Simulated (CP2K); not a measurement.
TiC under changes of volume

One of the cells (10.158 Å³/atom); the others are scaled copies at fixed shape and fractional positions:

```xyz
2
Lattice="3.0628 0.0000 0.0000 1.5314 2.6525 0.0000 1.5314 0.8842 2.5008" Properties=species:S:1:pos:R:3 pbc="T T T"
Ti    0.0000    0.0000    0.0000
C     3.0628    1.7683    1.2504
```

The cell is a database's computed one.

- Program: CP2K 2026.2
- Functional: LDA
- Potentials or basis: GTH_POTENTIALS Ti GTH-PADE-q12, C GTH-PADE-q4; TZVP-MOLOPT-PBE-GTH basis
- Density cutoff: 6123 eV
- k mesh: 11 × 11 × 11
- Occupations: fermi-dirac, width 0.05 eV
- Spin: no spin polarisation

```csv
volume (Å³/atom),energy over the lowest point (meV/atom),pressure (GPa)
9.548,1.30,4.1
9.752,0.00,-2.0
9.955,6.04,-7.5
10.158,18.69,-12.4
10.361,37.28,-16.8
10.564,61.21,-20.8
10.767,?,?
```

Task: What does the run at 10.767 Å³/atom give?

Result: Energy over the lowest point 89.95 meV/atom; pressure -24.4 GPa.

Worked out: A Birch-Murnaghan fit of order 3 (a polynomial in V^(-2/3)) to the other rows has its minimum at 9.68 Å³/atom with B0 = V·E''(V) = 286 GPa and B' = 4.0. It gives 89.96 meV/atom at 10.767 Å³/atom, against the run's 89.95, and -dE/dV = -24.5 GPa, against -24.4.

Energies are extrapolated to zero smearing.

Caveats: the basis of atomic orbitals isn't converged, which shifts pressures, moduli and gaps.
